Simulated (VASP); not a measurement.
Write the native input for VASP 6.6.1 that does the following.

- Task: band structure
- Functional: PBE
- Potentials or basis: VASP PAW PBE potentials, release 64 (Al, O_s)
- Cutoff: 400 eV
- k mesh: 7 × 7 × 7
- Occupations: fermi-dirac, width 0.05 eV
- Spin: no spin polarisation
- Further INCAR settings: ALGO = Normal; EDIFF = 1e-07

Al2O3 (Corundum):

```xyz
10
Lattice="2.3803 1.3742 4.3319 -2.3803 1.3742 4.3319 0.0000 -2.7485 4.3319" Properties=species:S:1:pos:R:3 pbc="T T T"
Al    0.0000    0.0000   11.0743
Al    0.0000    0.0000    8.4191
Al    0.0000    0.0000    1.9213
Al    0.0000    0.0000    4.5765
O    -1.6503   -0.1099    5.4148
O     0.7300    1.4841    5.4148
O     0.9203   -1.3742    5.4148
O     1.6503    0.1099    7.5808
O    -0.7300   -1.4841    7.5808
O    -0.9203    1.3742    7.5808
```

The input as run:

POSCAR

```
Al2O3
1.0
    2.3802500000      1.3742379782      4.3318666667
   -2.3802500000      1.3742379782      4.3318666667
    0.0000000000     -2.7484759565      4.3318666667
Al O
4 6
Direct
    0.8521600000      0.8521600000      0.8521600000
    0.6478400000      0.6478400000      0.6478400000
    0.1478400000      0.1478400000      0.1478400000
    0.3521600000      0.3521600000      0.3521600000
    0.0566800000      0.7500000000      0.4433200000
    0.7500000000      0.4433200000      0.0566800000
    0.4433200000      0.0566800000      0.7500000000
    0.9433200000      0.2500000000      0.5566800000
    0.2500000000      0.5566800000      0.9433200000
    0.5566800000      0.9433200000      0.2500000000
```

INCAR.step1

```
PREC = Accurate ; ENCUT = 400
EDIFF = 1E-7 ; ISMEAR = -1
SIGMA = 0.05 ; LREAL = False
LASPH = True ; NELM = 60
ALGO = Normal ; ISIF = 2
LWAVE = False ; LCHARG = True
GGA = PE
```

KPOINTS.step1

```
Automatic mesh
0
Gamma
  7 7 7
```

INCAR.step2

```
PREC = Accurate ; ENCUT = 400
EDIFF = 1E-7 ; ISMEAR = 0
SIGMA = 0.05 ; LREAL = False
LASPH = True ; NELM = 60
ALGO = Normal ; ISIF = 2
LWAVE = False ; LCHARG = False
GGA = PE ; ICHARG = 11
```

KPOINTS.step2

```
path GLB1,BZGX,QFP1Z,LP
10
line-mode
reciprocal
 0.0000000000  0.0000000000  0.0000000000  G
 0.5000000000  0.0000000000  0.0000000000  L

 0.5000000000  0.0000000000  0.0000000000  L
 0.5000000000  0.2337604794 -0.2337604794  B1

 0.7662395206  0.5000000000  0.2337604794  B
 0.5000000000  0.5000000000  0.5000000000  Z

 0.5000000000  0.5000000000  0.5000000000  Z
 0.0000000000  0.0000000000  0.0000000000  G

 0.0000000000  0.0000000000  0.0000000000  G
 0.3668802397  0.0000000000 -0.3668802397  X

 0.6331197603  0.3668802397  0.0000000000  Q
 0.5000000000  0.5000000000  0.0000000000  F

 0.5000000000  0.5000000000  0.0000000000  F
 0.6331197603  0.6331197603  0.2337604794  P1

 0.6331197603  0.6331197603  0.2337604794  P1
 0.5000000000  0.5000000000  0.5000000000  Z

 0.5000000000  0.0000000000  0.0000000000  L
 0.7662395206  0.3668802397  0.3668802397  P
```

Potentials or basis: VASP PAW PBE potentials, release 64 (Al, O_s).

Command:

```console
$ cat potpaw_PBE.64/Al/POTCAR potpaw_PBE.64/O_s/POTCAR > POTCAR
$ cp INCAR.step1 INCAR
$ cp KPOINTS.step1 KPOINTS
$ mpirun -np 1 vasp_std > vasp.out
$ cp INCAR.step2 INCAR
$ cp KPOINTS.step2 KPOINTS
$ mpirun -np 1 vasp_std > vasp.out
```

It gave:

| Quantity | Value |
| --- | --- |
| Band gap on the k mesh | 6.22 eV, direct |
| Band gap along the path | 6.22 eV, direct |

Caveat: the log is that of the step along the path at fixed density, whose energy, stress, charges and moments have no meaning.

Run time: 2.4 min on 1 thread of AMD EPYC 9R14 (Zen 4), with other jobs on the host, peak memory 0.23 GiB.
